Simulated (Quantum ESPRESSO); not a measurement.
# CaO (Fm-3m) in Quantum ESPRESSO: reference runs

How does CaO come out in PBE? The cell is run as given and disturbed.

Everything below comes from runs of Quantum ESPRESSO 7.5. Logs are shortened: lines on timing, memory, paths and dates and some standing lists are left out, and cuts for length are marked.

## Step 1: The crystal as given

It takes space group Fm-3m (No. 225, cubic). Conventional cell: a = 4.807 Å, b = 4.807 Å, c = 4.807 Å, α = 90.00°, β = 90.00°, γ = 90.00°. Around Ca (site symmetry m-3m) lie 6 O at 2.40 Å. O (site symmetry m-3m) has 6 Ca at 2.40 Å as nearest neighbours.

The cell is a database's computed one.

## Step 2: Single point, PBE

Contents of pw.in:

```
&CONTROL
  calculation = 'scf'
  prefix = 'pwscf'
  outdir = './tmp'
  pseudo_dir = './pseudo'
  tprnfor = .true.
  tstress = .true.
  disk_io = 'low'
/
&SYSTEM
  ibrav = 0
  nat = 2
  ntyp = 2
  ecutwfc = 55
  ecutrho = 440
  nbnd = 14
  occupations = 'smearing'
  smearing = 'fd'
  degauss = 0.00367493
/
&ELECTRONS
  conv_thr = 4d-10
  electron_maxstep = 120
  mixing_beta = 0.5
/
ATOMIC_SPECIES
Ca    40.0780 Ca_pbe_v1.uspp.F.UPF
O     15.9990 O.pbe-n-kjpaw_psl.0.1.UPF
CELL_PARAMETERS angstrom
   0.0000000000    2.4035556960    2.4035556960
   2.4035556960    0.0000000000    2.4035556960
   2.4035556960    2.4035556960    0.0000000000
ATOMIC_POSITIONS crystal
Ca     0.0000000000    0.0000000000    0.0000000000
O      0.5000000000    0.5000000000    0.5000000000
K_POINTS automatic
10 10 10 0 0 0
```

Contents of pp_density.in:

```
&INPUTPP
  prefix = 'pwscf'
  outdir = './tmp'
  filplot = 'density.dat'
  plot_num = 0
/
&PLOT
  nfile = 1
  filepp(1) = 'density.dat'
  iflag = 3
  output_format = 6
  fileout = 'density.cube'
/
```

Contents of pp_potential.in:

```
&INPUTPP
  prefix = 'pwscf'
  outdir = './tmp'
  filplot = 'potential.dat'
  plot_num = 11
/
&PLOT
  nfile = 1
  filepp(1) = 'potential.dat'
  iflag = 3
  output_format = 6
  fileout = 'potential.cube'
/
```

Potentials or basis: SSSP 1.3 efficiency PBE.

Run with:

```
> OMP_NUM_THREADS=1 pw.x -in pw.in > pw.out
> OMP_NUM_THREADS=1 pp.x -in pp_density.in > pp_density.out
> OMP_NUM_THREADS=1 pp.x -in pp_potential.in > pp_potential.out
```

pw.out:

```text
This program is part of the open-source Quantum ESPRESSO suite
     for quantum simulation of materials; please cite
         "P. Giannozzi et al., J. Phys.:Condens. Matter 21 395502 (2009);
         "P. Giannozzi et al., J. Phys.:Condens. Matter 29 465901 (2017);
         "P. Giannozzi et al., J. Chem. Phys. 152 154105 (2020);
     in publications or presentations arising from this work. More details at

     file O.pbe-n-kjpaw_psl.0.1.UPF: wavefunction(s)  2P renormalized
     Message from routine setup:
     using ibrav=0 with symmetry is DISCOURAGED, use correct ibrav instead

     G-vector sticks info
     --------------------
     sticks:   dense  smooth     PW     G-vecs:    dense   smooth      PW
     Sum        1261     637    199                29123    10369    1837

     Using Slab Decomposition

     bravais-lattice index     =            0
     lattice parameter (alat)  =       6.4234  a.u.
     unit-cell volume          =     187.4084 (a.u.)^3
     number of atoms/cell      =            2
     number of atomic types    =            2
     number of electrons       =        16.00
     number of Kohn-Sham states=           14
     kinetic-energy cutoff     =      55.0000  Ry
     charge density cutoff     =     440.0000  Ry
     scf convergence threshold =      4.0E-10
     mixing beta               =       0.5000
     number of iterations used =            8  plain     mixing
     Exchange-correlation= SLA  PW   PBX  PBC
                           (   1   4   3   4   0   0   0)

     celldm(1)=   6.423446  celldm(2)=   0.000000  celldm(3)=   0.000000
     celldm(4)=   0.000000  celldm(5)=   0.000000  celldm(6)=   0.000000

     crystal axes: (cart. coord. in units of alat)
               a(1) = (   0.000000   0.707107   0.707107 )
               a(2) = (   0.707107   0.000000   0.707107 )
               a(3) = (   0.707107   0.707107   0.000000 )

     reciprocal axes: (cart. coord. in units 2 pi/alat)
               b(1) = ( -0.707107  0.707107  0.707107 )
               b(2) = (  0.707107 -0.707107  0.707107 )
               b(3) = (  0.707107  0.707107 -0.707107 )

     PseudoPot. # 1 for Ca read from file:
     Ca_pbe_v1.uspp.F.UPF
     Pseudo is Ultrasoft + core correction, Zval = 10.0
     Generated by new atomic code, or converted to UPF format
     Using radial grid of  845 points,  6 beta functions with:
                l(1) =   0
                l(2) =   0
                l(3) =   1
                l(4) =   1
                l(5) =   2
                l(6) =   2
     Q(r) pseudized with  8 coefficients,  rinner =    1.500   1.500   1.500
                                                       1.500   1.500

     PseudoPot. # 2 for O  read from file:
     O.pbe-n-kjpaw_psl.0.1.UPF
     Pseudo is Projector augmented-wave + core cor, Zval =  6.0
     Generated using "atomic" code by A. Dal Corso  v.5.0.99 svn rev. 10869
     Shape of augmentation charge: BESSEL
     Using radial grid of 1095 points,  4 beta functions with:
                l(1) =   0
                l(2) =   0
                l(3) =   1
                l(4) =   1
     Q(r) pseudized with 0 coefficients

     atomic species   valence    mass     pseudopotential
     Ca               10.00    40.07800     Ca( 1.00)
     O                 6.00    15.99900     O ( 1.00)

     48 Sym. Ops., with inversion, found

   Cartesian axes

     site n.     atom                  positions (alat units)
         1        Ca     tau(   1) = (   0.0000000   0.0000000   0.0000000  )
         2        O      tau(   2) = (   0.7071068   0.7071068   0.7071068  )

     number of k points=    47  Fermi-Dirac smearing, width (Ry)=  0.0037
                       cart. coord. in units 2pi/alat
        k(    1) = (   0.0000000   0.0000000   0.0000000), wk =   0.0020000
        k(    2) = (   0.0707107   0.0707107  -0.0707107), wk =   0.0160000
        k(    3) = (   0.1414214   0.1414214  -0.1414214), wk =   0.0160000
        k(    4) = (   0.2121320   0.2121320  -0.2121320), wk =   0.0160000
        k(    5) = (   0.2828427   0.2828427  -0.2828427), wk =   0.0160000
        k(    6) = (  -0.3535534  -0.3535534   0.3535534), wk =   0.0080000
[... 39 lines left out ...]
        k(   46) = (  -0.0707107  -0.3535534   0.6363961), wk =   0.0480000
        k(   47) = (  -0.7071068   0.2828427   0.0000000), wk =   0.0240000

     Dense  grid:    29123 G-vectors     FFT dimensions: (  45,  45,  45)

     Smooth grid:    10369 G-vectors     FFT dimensions: (  32,  32,  32)

     Check: negative core charge=   -0.000002

     Initial potential from superposition of free atoms

     starting charge      15.9945, renormalised to      16.0000
     Starting wfcs are   14 randomized atomic wfcs

     Self-consistent Calculation

     iteration #  1     ecut=    55.00 Ry     beta= 0.50
     Davidson diagonalization with overlap
     ethr =  1.00E-02,  avg # of iterations =  2.8

     total energy              =    -116.69058604 Ry
     estimated scf accuracy    <       0.48495997 Ry

     iteration #  2     ecut=    55.00 Ry     beta= 0.50
     Davidson diagonalization with overlap
     ethr =  3.03E-03,  avg # of iterations =  2.1

     total energy              =    -116.81382825 Ry
     estimated scf accuracy    <       0.34656177 Ry

     iteration #  3     ecut=    55.00 Ry     beta= 0.50
     Davidson diagonalization with overlap
     ethr =  2.17E-03,  avg # of iterations =  1.9

     total energy              =    -116.88086931 Ry
     estimated scf accuracy    <       0.00707588 Ry

     iteration #  4     ecut=    55.00 Ry     beta= 0.50
     Davidson diagonalization with overlap
     ethr =  4.42E-05,  avg # of iterations =  2.6

     total energy              =    -116.88196634 Ry
     estimated scf accuracy    <       0.00012630 Ry

     iteration #  5     ecut=    55.00 Ry     beta= 0.50
     Davidson diagonalization with overlap
     ethr =  7.89E-07,  avg # of iterations =  2.9

     total energy              =    -116.88197231 Ry
     estimated scf accuracy    <       0.00002825 Ry

     iteration #  6     ecut=    55.00 Ry     beta= 0.50
     Davidson diagonalization with overlap
     ethr =  1.77E-07,  avg # of iterations =  2.0

     total energy              =    -116.88197830 Ry
     estimated scf accuracy    <       0.00000508 Ry

     iteration #  7     ecut=    55.00 Ry     beta= 0.50
     Davidson diagonalization with overlap
     ethr =  3.17E-08,  avg # of iterations =  2.0

     total energy              =    -116.88197950 Ry
     estimated scf accuracy    <       0.00000041 Ry

     iteration #  8     ecut=    55.00 Ry     beta= 0.50
     Davidson diagonalization with overlap
     ethr =  2.55E-09,  avg # of iterations =  1.3

     total energy              =    -116.88197954 Ry
     estimated scf accuracy    <          9.4E-09 Ry

     iteration #  9     ecut=    55.00 Ry     beta= 0.50
     Davidson diagonalization with overlap
     ethr =  5.90E-11,  avg # of iterations =  2.6

     total energy              =    -116.88197955 Ry
     estimated scf accuracy    <          9.3E-09 Ry

     iteration # 10     ecut=    55.00 Ry     beta= 0.50
     Davidson diagonalization with overlap
     ethr =  5.84E-11,  avg # of iterations =  1.9

     End of self-consistent calculation

          k = 0.0000 0.0000 0.0000 (  1243 PWs)   bands (ev):

   -29.8619 -10.6251 -10.6251 -10.6251  -7.7294   7.7886   7.7886   7.7886
    12.5146  14.0235  14.0235  14.0235  15.5232  15.5232

          k = 0.0707 0.0707-0.0707 (  1297 PWs)   bands (ev):

   -29.8522 -10.7643 -10.6303 -10.6303  -7.5840   7.4300   7.6509   7.6509
    12.9714  13.9893  14.1936  14.1936  15.7622  15.7622

          k = 0.1414 0.1414-0.1414 (  1302 PWs)   bands (ev):

   -29.8269 -11.0808 -10.6438 -10.6438  -7.2502   6.6636   7.3207   7.3207
    13.8982  14.1289  14.6635  14.6635  16.3823  16.3823

          k = 0.2121 0.2121-0.2121 (  1293 PWs)   bands (ev):

   -29.7953 -11.4110 -10.6603 -10.6603  -6.8966   5.8968   6.9588   6.9588
    14.2023  15.2081  15.3092  15.3092  17.1707  17.1707

          k = 0.2828 0.2828-0.2828 (  1299 PWs)   bands (ev):

   -29.7696 -11.6464 -10.6735 -10.6735  -6.6403   5.3571   6.6942   6.6942
    14.6082  15.9007  15.9007  16.0311  17.8877  17.8877

          k =-0.3536-0.3536 0.3536 (  1308 PWs)   bands (ev):

   -29.7597 -11.7307 -10.6785 -10.6785  -6.5475   5.1640   6.5986   6.5986
    14.8451  16.1459  16.1459  16.2870  18.2079  18.2079

          k = 0.1414-0.0000 0.0000 (  1299 PWs)   bands (ev):

   -29.8490 -10.7723 -10.6468 -10.6468  -7.5508   7.1996   7.7076   7.7076
    13.0427  13.6713  14.3960  14.3960  15.6218  16.0596

          k = 0.2121 0.0707-0.0707 (  1305 PWs)   bands (ev):

   -29.8290 -10.9980 -10.6694 -10.6568  -7.3178   6.6521   7.4549   7.5231
    13.4805  13.7740  14.8023  14.8727  15.9436  16.6964

          k = 0.2828 0.1414-0.1414 (  1306 PWs)   bands (ev):

   -29.7996 -11.2973 -10.6895 -10.6722  -7.0161   6.0690   7.0405   7.1997
    13.6217  14.8289  15.3231  15.4957  16.6140  17.4310

          k = 0.3536 0.2121-0.2121 (  1296 PWs)   bands (ev):
[... 74 lines left out ...]
          k =-0.1414-0.5657 0.5657 (  1292 PWs)   bands (ev):

   -29.7400 -11.3085 -10.9228 -10.7925  -7.1351   6.2211   6.8289   7.1204
    12.6092  15.8487  16.5308  16.8301  17.2201  19.4561

          k =-0.0707-0.4950 0.4950 (  1286 PWs)   bands (ev):

   -29.7357 -11.3324 -11.0163 -10.7640  -7.0018   6.1377   6.6345   6.8923
    13.4718  15.4277  16.5033  16.6247  17.7544  20.6815

          k =-0.0000-0.4243 0.4243 (  1306 PWs)   bands (ev):

   -29.7436 -11.4013 -10.9859 -10.7211  -6.8747   5.8503   6.7312   6.7615
    14.4331  14.7870  16.1599  16.3776  18.0914  20.2324

          k = 0.5657-0.0000 0.0000 (  1290 PWs)   bands (ev):

   -29.7419 -11.2347 -10.8297 -10.8297  -7.3831   6.2900   7.4161   7.4161
    11.6230  15.6063  16.5582  17.0851  17.0851  18.6492

          k =-0.0707-0.6364 0.6364 (  1295 PWs)   bands (ev):

   -29.7324 -11.2187 -10.9046 -10.8351  -7.3903   6.4373   7.2085   7.3315
    11.7685  15.9113  16.8130  16.8907  17.1954  19.2910

          k = 0.0000-0.5657 0.5657 (  1296 PWs)   bands (ev):

   -29.7300 -11.1543 -11.0867 -10.8101  -7.2370   6.5441   6.7211   7.1285
    12.4592  16.1599  16.2355  17.0067  17.2681  20.3490

          k =-0.7071 0.0000 0.0000 (  1298 PWs)   bands (ev):

   -29.7295 -11.2226 -10.8513 -10.8513  -7.4948   6.4868   7.4143   7.4143
    11.4413  15.8367  16.6835  17.3212  17.3212  19.0423

          k = 0.2828 0.1414 0.0000 (  1306 PWs)   bands (ev):

   -29.8071 -11.1675 -10.7302 -10.6626  -7.1369   6.2298   7.1928   7.4235
    13.2999  14.3753  15.1617  15.5278  16.3090  17.3586

          k = 0.3536 0.2121-0.0707 (  1298 PWs)   bands (ev):

   -29.7797 -11.3693 -10.7797 -10.6808  -6.9374   5.8780   6.8754   7.1495
    13.5000  15.1148  15.6489  16.0451  17.0856  18.0225

          k =-0.2828-0.4243 0.5657 (  1289 PWs)   bands (ev):

   -29.7575 -11.5244 -10.8021 -10.7078  -6.7913   5.6446   6.6742   6.8580
    14.0383  15.2939  16.1725  16.5283  17.8312  18.7120

          k =-0.2121-0.3536 0.4950 (  1292 PWs)   bands (ev):

   -29.7490 -11.5818 -10.8062 -10.7218  -6.7385   5.5606   6.6467   6.7017
    14.6579  14.8597  16.3808  16.8606  18.0630  19.1549

          k = 0.4243 0.1414-0.0000 (  1298 PWs)   bands (ev):

   -29.7700 -11.2862 -10.8046 -10.7447  -7.0919   5.9963   7.1210   7.2851
    12.6266  15.1538  16.2641  16.2654  16.7223  18.3562

          k =-0.2121-0.4950 0.6364 (  1286 PWs)   bands (ev):

   -29.7500 -11.3614 -10.8649 -10.7774  -7.0200   6.0094   6.8299   7.0599
    13.0095  15.4974  16.3611  16.6413  17.3747  19.0954

          k =-0.1414-0.4243 0.5657 (  1285 PWs)   bands (ev):

   -29.7394 -11.4020 -10.9217 -10.7844  -6.9449   5.9991   6.6661   6.8494
    13.7482  15.0686  16.5518  16.7556  17.8090  20.1017

          k =-0.0707-0.3536 0.4950 (  1286 PWs)   bands (ev):

   -29.7425 -11.4123 -10.9416 -10.7539  -6.8946   5.8917   6.7150   6.7836
    14.3450  14.6112  16.4465  16.5152  17.9882  20.0885

          k = 0.0000-0.2828 0.4243 (  1295 PWs)   bands (ev):

   -29.7579 -11.4048 -10.8861 -10.7108  -6.8907   5.8224   6.7408   6.9844
    13.7637  15.1662  16.0683  16.2037  17.8007  18.9005

          k =-0.1414-0.5657 0.7071 (  1282 PWs)   bands (ev):

   -29.7404 -11.2532 -10.8646 -10.8510  -7.2535   6.2778   7.1015   7.2277
    12.1575  15.7602  16.5209  16.9749  17.0590  19.1633

          k =-0.0707-0.4950 0.6364 (  1289 PWs)   bands (ev):

   -29.7318 -11.2110 -10.9992 -10.8548  -7.1820   6.4372   6.7557   7.0427
    12.7284  15.6740  16.2451  17.1430  17.4164  20.2468

          k = 0.0000-0.4243 0.5657 (  1283 PWs)   bands (ev):

   -29.7326 -11.2429 -11.0659 -10.8128  -7.0420   6.2632   6.6557   6.8589
    13.6337  14.9575  16.3509  16.9194  17.7854  21.5109

          k =-0.7071 0.1414 0.0000 (  1294 PWs)   bands (ev):

   -29.7291 -11.1879 -10.9234 -10.8875  -7.3596   6.5156   7.0827   7.2163
    11.9928  16.0145  16.4514  17.0285  17.3232  19.8286

          k =-0.1414-0.4243 0.7071 (  1281 PWs)   bands (ev):

   -29.7366 -11.2867 -10.9552 -10.8494  -7.0470   6.1953   6.7544   6.8945
    13.4394  15.0254  16.2698  16.9901  17.7111  20.2389

          k =-0.0707-0.3536 0.6364 (  1274 PWs)   bands (ev):

   -29.7315 -11.2277 -11.0058 -10.8929  -7.0556   6.3141   6.7203   6.7839
    14.1852  14.1959  16.2871  17.1451  17.8060  21.5346

          k =-0.7071 0.2828 0.0000 (  1286 PWs)   bands (ev):

   -29.7286 -11.0963 -11.0312 -10.9815  -7.1468   6.5916   6.6284   6.8718
    13.3148  14.9243  16.1594  17.3264  17.6603  21.6052

     the Fermi energy is     8.9884 ev

!    total energy              =    -116.88197955 Ry
     estimated scf accuracy    <          1.2E-10 Ry
     smearing contrib. (-TS)   =      -0.00000000 Ry
     internal energy E=F+TS    =    -116.88197955 Ry

     The total energy is F=E-TS. E is the sum of the following terms:
     one-electron contribution =     -25.61936182 Ry
     hartree contribution      =      20.82580341 Ry
     xc contribution           =     -19.53907049 Ry
     ewald contribution        =     -83.03598562 Ry
     one-center paw contrib.   =      -9.51336503 Ry

     convergence has been achieved in  10 iterations

     Forces acting on atoms (cartesian axes, Ry/au):

     atom    1 type  1   force =    -0.00000000   -0.00000000    0.00000000
     atom    2 type  2   force =     0.00000000   -0.00000000    0.00000000

     Total force =     0.000000     Total SCF correction =     0.000000

     Computing stress (Cartesian axis) and pressure

          total   stress  (Ry/bohr**3)                   (kbar)     P=       14.92
   0.00010140   0.00000000   0.00000000           14.92        0.00        0.00
   0.00000000   0.00010140  -0.00000000            0.00       14.92       -0.00
  -0.00000000  -0.00000000   0.00010140           -0.00       -0.00       14.92

=------------------------------------------------------------------------------=
   JOB DONE.
=------------------------------------------------------------------------------=
```

Wall time 14 s (1 thread of Arm Neoverse V2, shared host); peak memory 0.15 GiB.

Results:

```
Free energy            : -1590.2603 eV
Pressure               : 1.5 GPa
Band gap on the k mesh : 3.65 eV, indirect (least direct gap 4.03 eV)
```

(Part 1 of 2 ends here.)
